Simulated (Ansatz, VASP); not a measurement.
One calculation of Mo, two programs

```
Mo
1.0
    -1.58381    1.58381    1.58381
     1.58381   -1.58381    1.58381
     1.58381    1.58381   -1.58381
Mo
1
Direct
  0.00000 0.00000 0.00000
```

Alike in both runs: functional PBEsol; k mesh 9 × 9 × 9; occupations fermi-dirac, width 0.05 eV; non-collinear spin, spin-orbit coupling.

```csv
,VASP,Ansatz
version,VASP 6.6.1,Ansatz 0.2.0
potentials or method,"VASP PAW PBE potentials, release 64 (Mo_sv), cutoff 520 eV","all-electron LAPW, relativistic spinors"
task,single point,band structure
```

|  | VASP | Ansatz | Ansatz less VASP |
| --- | --- | --- | --- |
| gap on the k mesh at the Fermi level (eV) | none | none | - |
| pressure (GPa) | -9.2 | -9.7 | -0.48 |
| net moment per atom (μB) | 0.00 | 0.00 | 0.000 |

A gap of «none» marks a metal or a gap that the smearing closes. Ansatz ran all-electron here, so the differences hold the error of VASP's frozen core and of both bases.

Caveats: the PAW data sets were made with another functional, which shifts forces and pressure a little (VASP); the k mesh is thin for a metal, which can move the energy by tens of meV per atom (Ansatz).
